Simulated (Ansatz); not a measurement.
# InSe (R3m) in Ansatz: notebook, part 2 of 2

Ansatz 0.2.0. Earlier steps stand in the parts before.

### Step 4. Single point, PBE

Contents of input.yaml:

```yaml
crystal:
  lattice:
    - [2.0, 1.1547005384, 8.44]
    - [-2.0, 1.1547005384, 8.44]
    - [0.0, -2.3094010768, 8.44]
  atoms:
    - { symbol: In, position: [0.8886, 0.8886, 0.8886] }
    - { symbol: In, position: [0.0, 0.0, 0.0] }
    - { symbol: Se, position: [0.1719, 0.1719, 0.1719] }
    - { symbol: Se, position: [0.3835, 0.3835, 0.3835] }
hamiltonian:
  xc: pbe
  pseudopotentials: { kind: paw }
kpoints:
  mp_grid: { grid: [6, 6, 6] }
scf:
  occupations: { method: fermi_dirac, width: 0.05 }
output:
  forces: true
  stress: true
  eigenvalues: true
  write_density: true
  write_potential: true
  elf: true
  volumetric_format: npy
```

Potentials or basis: Ansatz PAW.

The run is started by

```
$ ansatz run input.yaml --threads 2 --pin off --max-ram 5120MiB --backend cpu --events-out ev --progress --plain --runs-dir out
```

The program printed:

```text
Warning: RAYON_NUM_THREADS=2 ignored (pool sized by the plan → 2); use --threads N
basis.fft_grid_basis auto: the FFT boxes are laid along the combinations [[1, -1, 0], [0, 1, 0], [0, -1, 1]] of the cell's own vectors, 4.000, 8.750 and 4.000 Å long. The dense box has 27×60×27 points. Along the cell's own vectors, as sized, it would have 60×60×60, 4.94 times as many. Of the 6 symmetry operations that the crystal satisfies within crystal.symmetry.tolerance (time reversal apart; of a slab, those that keep its plane) the dense box along the cell's own vectors carries 6, and the one as laid loses 4 of those. basis.fft_grid_basis: typed keeps the cell's own vectors: state it where this run's energies or levels are differenced outside the engine with another run's, or held beside a run that keeps those vectors. Those combinations have planes normal to reciprocal vector 3, as the cell's own vectors have. Each planar average written beside output.write_density, output.write_potential has a row for each plane of the box: 27. The volumetric files lie along those combinations, not along the cell's own vectors: a cube or XSF file states them, and fields.json those of NumPy files.
Engine: ansatz 0.2.0, x86_64-unknown-linux-gnu
Pseudopotentials: kind: paw
Pseudopotential: In, paw, valence charge 13, recommended cutoff 420 eV (normal), In.paw.azcp
Pseudopotential: Se, paw, valence charge 16, recommended cutoff 420 eV (normal), Se.paw.azcp
Functional definition: PBE
  parameter kappa = 0.804
  parameter beta = 0.06672455060314922
  exchange = pbe_x(kappa = kappa, mu = beta*pi^2/3)
  correlation = pbe_c(beta = beta)
Crystal: 4 atoms, lattice volume = 116.948 Å³
[... 48 lines left out ...]
  atom   3  Se     0.00000000     0.00000000    -0.25660425
  atom   4  Se     0.00000000    -0.00000000     0.24099376
  max |Σ_I F_I| component: 6.60e-6 eV/Å
--- Stress (GPa, compression-positive) ---
        3.181706       0.000000       0.000000
        0.000000       3.181706      -0.000000
        0.000000      -0.000000       1.940393
  P = ⅓ Tr σ = 2.7679 GPa (27.679 kbar)
--- Band table (eV; the first three rows and the last of 32) ---
  k-point 0: bands = ["-40.1823", "-40.1823", "-40.1744", "-40.1744", "-40.1538", "-40.1538", "-40.1475", "-40.1475", "-40.1431", "-40.1374", "-7.4968", "-7.3272", "-7.3272", "-7.2549", "-7.2549", "-7.2320", "-7.2320", "-7.0652", "-7.0652", "-7.0622", "-6.2755", "-5.8759", "0.9895", "3.8424", "5.7721", "5.9777", "5.9777", "6.0706", "6.0706", "8.9790", "9.3892", "11.6845", "11.6845", "12.4653", "12.7791"]
  k-point 1: bands = ["-40.1823", "-40.1822", "-40.1744", "-40.1743", "-40.1538", "-40.1538", "-40.1475", "-40.1475", "-40.1431", "-40.1373", "-7.5135", "-7.4078", "-7.3622", "-7.3217", "-7.2391", "-7.2356", "-7.2194", "-7.1063", "-7.0674", "-6.9855", "-5.9771", "-5.6255", "1.1756", "3.3547", "4.5663", "5.4332", "5.6567", "5.7901", "6.2325", "9.4214", "10.0418", "11.0183", "11.8391", "11.9204", "13.0830"]
  k-point 2: bands = ["-40.1823", "-40.1821", "-40.1744", "-40.1742", "-40.1539", "-40.1538", "-40.1476", "-40.1475", "-40.1430", "-40.1372", "-7.6156", "-7.5094", "-7.4323", "-7.3184", "-7.2533", "-7.1976", "-7.1857", "-7.1250", "-7.0708", "-6.9278", "-5.3635", "-5.1083", "1.2260", "2.2343", "3.4641", "5.1543", "5.1614", "5.2782", "6.0918", "8.8303", "9.3237", "11.0487", "11.5160", "12.0984", "13.7859"]
  k-point 31: bands = ["-40.1823", "-40.1823", "-40.1744", "-40.1744", "-40.1538", "-40.1538", "-40.1475", "-40.1475", "-40.1431", "-40.1374", "-7.4965", "-7.3274", "-7.3274", "-7.2547", "-7.2547", "-7.2320", "-7.2320", "-7.0710", "-7.0651", "-7.0651", "-6.1335", "-6.0251", "1.3379", "2.9486", "5.9098", "5.9098", "6.1448", "6.1448", "7.2805", "7.7224", "9.4502", "11.6022", "11.6022", "12.9034", "12.9034"]
```

It took 3.7 s on 2 threads of INTEL XEON PLATINUM 8581C at 2.30GHz (Emerald Rapids), shared host; peak memory 0.45 GiB.

What came out:

```yaml
Free_energy: -22135.8615 eV
Pressure: 2.8 GPa
Largest_force: 0.363 eV/Å
Band_gap_on_the_k_mesh: 0.44 eV, direct
```

Forces on the atoms (eV/Å):
```
In   0.000  0.000  0.363
In   0.000  0.000 -0.348
Se   0.000  0.000 -0.257
Se   0.000  0.000  0.241
```

Caveat: spin-orbit coupling is left out, which moves the levels of the heavy elements.

### Step 5. The runs side by side

| task | level | cell | k mesh | gap on the mesh (eV) | pressure (GPa) | relaxed volume (Å³/atom) |
| --- | --- | --- | --- | --- | --- | --- |
| relaxation of cell and atoms | PBEsol+D3(BJ) | relaxed | 8 × 8 × 8 | 0.34 | 0.0 | 27.38 |
| relaxation of cell and atoms | rPW86-PBE | relaxed | 8 × 8 × 8 | - | 0.0 | 33.79 |
| single point | PBE | as given | 6 × 6 × 6 | 0.44 | 2.8 | - |

Alike in all rows: potentials or basis Ansatz PAW; no spin polarisation; cutoff (eV) 420; smearing fermi-dirac 0.05 eV.

Caveats: the plane-wave basis is chosen anew once the cell has moved, so the energies of steps on either side of that aren't comparable (some runs); spin-orbit coupling is left out, which moves the levels of the heavy elements (some runs); the PAW data sets come from PBE, with cores solved anew for the run's functional, which leaves a small shift of forces and pressure (some runs); the volume moved by over 15 % at a fixed basis, so the end points are rough (some runs); the volume moved by +16 % from the deposited cell, more than functionals usually miss (some runs).

Total energies depend on the potentials used, so only differences within one code and one set of settings carry meaning.

### Step 6. Comparison with measurements

Step 4. Against the measured gap of InSe, 1.25 eV (300 K; “The Interaction of Hydrogen with the van der Waals Crystal γ-InSe”, 2020, pmc:7321205), the calculated 0.44 eV is off by -0.81 eV. Spin-orbit coupling on In, Se is left out. The value is that of PBE on a finite k mesh, which can miss the band edges, without temperature or zero-point motion. Semilocal functionals fall short of measured gaps as a rule.
